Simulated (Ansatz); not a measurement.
SiNi:

```
Ni Si
1.0
     2.94277    0.00000    0.00000
     0.00000    3.28033    0.00000
     0.00000    0.00000    4.67745
Ni Si
2 2
Direct
  0.50000 0.50000 0.34250
  0.00000 0.00000 0.65750
  0.50000 0.50000 0.84314
  0.00000 0.00000 0.15686
```

The cell is a database's computed one.

Base run:

* Program: Ansatz 0.2.0
* Functional: PBE
* Potentials or basis: Ansatz PAW
* Cutoff: 420 eV (not typed: the program's choice for these potentials)
* k mesh: 8 × 7 × 5
* Occupations: fermi-dirac, width 0.05 eV
* Spin: collinear spin, ferromagnetic start
* Starting moments: [1.0, 1.0, 0.0, 0.0] μB
* Fixed moment: 2 μB

Its results: pressure 14.8 GPa; site moments Ni +0.65; Si +0.16 μB; largest force 0.518 eV/Å.

Problem. After a change of settings the same cell gave: pressure 18.0 GPa; site moments Ni +0.80; Si +0.20 μB; largest force 0.685 eV/Å. Which change was it?
A. fixed moment from 2 μB to 3 μB; moments at the start from [1.0, 1.0, 0.0, 0.0] to [1.5, 1.5, 0.0, 0.0]
B. fixed moment from 2 μB to 1.5 μB; moments at the start from [1.0, 1.0, 0.0, 0.0] to [0.75, 0.75, 0.0, 0.0]
C. fixed moment from 2 μB to 2.5 μB; moments at the start from [1.0, 1.0, 0.0, 0.0] to [1.25, 1.25, 0.0, 0.0]
D. fixed moment from 2 μB to 0.5 μB; moments at the start from [1.0, 1.0, 0.0, 0.0] to [0.25, 0.25, 0.0, 0.0]

Solution. C.

Caveats: the total moment is fixed, so each spin has its own Fermi level; the thresholds are loose for stress.
